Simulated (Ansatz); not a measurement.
HfO2:

```
Hf O
1.0
     4.81353    0.00000    0.00000
     0.00000    4.81353    0.00000
     0.00000    0.00000    3.20542
Hf O
2 4
Direct
  0.50000 0.50000 0.50000
  0.00000 0.00000 0.00000
  0.80504 0.19496 0.50000
  0.69496 0.69496 0.00000
  0.30504 0.30504 0.00000
  0.19496 0.80504 0.50000
```

Measurements of this composition are mostly on another form, of space group No. 14.

| Quantity | Value |
| --- | --- |
| Program | Ansatz 0.2.0 |
| Task | relaxation of cell and atoms |
| Functional | PBE |
| Potentials or basis | Ansatz PAW |
| Cutoff | 420 eV (not typed: the program's choice for these potentials) |
| k mesh | 6 × 6 × 8 |
| Occupations | fermi-dirac, width 0.05 eV |
| Spin | no spin polarisation |

At the start: volume 12.38 Å³/atom.

**Question.** How do energy, volume and symmetry change on relaxing?

**Answer.** It ends after 8 steps and the volume is 12.85 Å³/atom (+3.8 %); space group P4_2/mnm (No. 136, to 0.05 Å).

Step by step:
```
step  energy change (eV)  largest force (eV/Å)  volume (Å³)
   1              0.0000                0.0800        74.27
   2             -0.0529                0.0520        77.52
   3             -0.0578                0.0089        77.01
   4             -0.0579                0.0030        76.99
   5             -0.0579                0.0025        76.99
   6             -0.0727                0.0021        76.99
   7             -0.0723                0.0006        77.11
   8             -0.0728                0.0005        77.11
```

Final structure:
```yaml
crystal:
  lattice:
    - [4.88039, 0.00000, 0.00000]
    - [0.00000, 4.88039, 0.00000]
    - [0.00000, 0.00000, 3.23762]
  atoms:
    - { symbol: Hf, position: [0.50000, 0.50000, 0.50000] }
    - { symbol: Hf, position: [0.00000, 0.00000, 0.00000] }
    - { symbol: O, position: [0.80519, 0.19481, 0.50000] }
    - { symbol: O, position: [0.69481, 0.69481, 0.00000] }
    - { symbol: O, position: [0.30519, 0.30519, 0.00000] }
    - { symbol: O, position: [0.19481, 0.80519, 0.50000] }
```

Caveat: the plane-wave basis is chosen anew once the cell has moved, so the energies of steps on either side of that aren't comparable; the pressure holds a Pulay correction of +0.7 GPa for the finite cutoff.
